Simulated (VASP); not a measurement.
A convergence study with VASP on InN (wurtzite): one setting is varied, all else stays as given below, so the limit is that of these other settings.

```yaml
crystal:
  lattice:
    - [1.77000, -3.06573, 0.00000]
    - [1.77000, 3.06573, 0.00000]
    - [0.00000, 0.00000, 5.70000]
  atoms:
    - { symbol: In, position: [0.66667, 0.33333, 0.50000] }
    - { symbol: In, position: [0.33333, 0.66667, 0.00000] }
    - { symbol: N, position: [0.66667, 0.33333, 0.87900] }
    - { symbol: N, position: [0.33333, 0.66667, 0.37900] }
```

The numbers are results of PBE GGA, VASP's PBE PAW potentials (set 64) (plane waves; VASP), not measurements. The tightest run used: 700 eV cut-off, 16×16×10 Γ-centred mesh, Gaussian smearing of 0.050 eV, potentials In_d N.

```csv
setting,E (eV/atom),pressure (GPa),largest force (eV/Å),irreducible k-points
1×1×1 mesh,-2.1617,39.68,2.755,1
2×2×1 mesh,-5.1070,7.48,0.189,2
3×3×2 mesh,-5.2795,6.02,0.017,6
4×4×2 mesh,-5.3280,5.53,0.015,8
5×5×3 mesh,-5.3392,5.32,0.031,10
```

These are the cheaper rows. Estimate the results at 16×16×10 mesh, and how far the last row shown lies from them.

| quantity | tightest run | last row shown is off by |
|---|---|---|
| E (eV/atom) | -5.3449 | 0.0057 |
| pressure (GPa) | 5.22 | 0.10 |
| largest force (eV/Å) | 0.036 | -0.005 |

Left out are rungs that failed or repeat a setting and relaxations that didn't move; long series are thinned to 24 rows.

The compound is InN in the wurtzite structure. The cell was not relaxed at this level, forces remain on its atoms.
